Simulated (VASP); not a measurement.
Ge:

```
CELL_PARAMETERS angstrom
0.00000 2.82891 2.82891
2.82891 0.00000 2.82891
2.82891 2.82891 0.00000
ATOMIC_POSITIONS crystal
Ge 0.75000 0.75000 0.75000
Ge 0.50000 0.50000 0.50000
```

```yaml
Program: VASP 6.6.1
Task: relaxation of cell and atoms
Functional: optB88-vdW
Potentials_or_basis: VASP PAW PBE potentials, release 64 (Ge_d)
Cutoff: 600 eV
k_mesh: 8 × 8 × 8
Occupations: fermi-dirac, width 0.05 eV
Spin: no spin polarisation
```

At the start: pressure 3.2 GPa; volume 22.64 Å³/atom.

Where does the relaxation end?

Over 3 steps the energy falls by 10.7 meV/atom and the volume is 23.76 Å³/atom (+4.9 %); space group Fd-3m (No. 227, to 0.05 Å).

The path:
```
step  energy change (eV)  largest force (eV/Å)  pressure (GPa)  volume (Å³)
   1              0.0000                0.0000            3.19        45.28
   2             -0.0191                0.0000           -0.94        48.30
   3             -0.0214                0.0000            0.01        47.52
```

Final structure:
```xyz
2
Lattice="0.0000 2.8748 2.8748 2.8748 0.0000 2.8748 2.8748 2.8748 0.0000" Properties=species:S:1:pos:R:3 pbc="T T T"
Ge    4.3122    4.3122    4.3122
Ge    2.8748    2.8748    2.8748
```

The cell as given is a measured one (22.64 Å³/atom); optB88-vdW puts the equilibrium volume +4.9 % from it, thermal expansion not counted.

Caveat: the PAW data sets were made with another functional, which shifts forces and pressure a little.
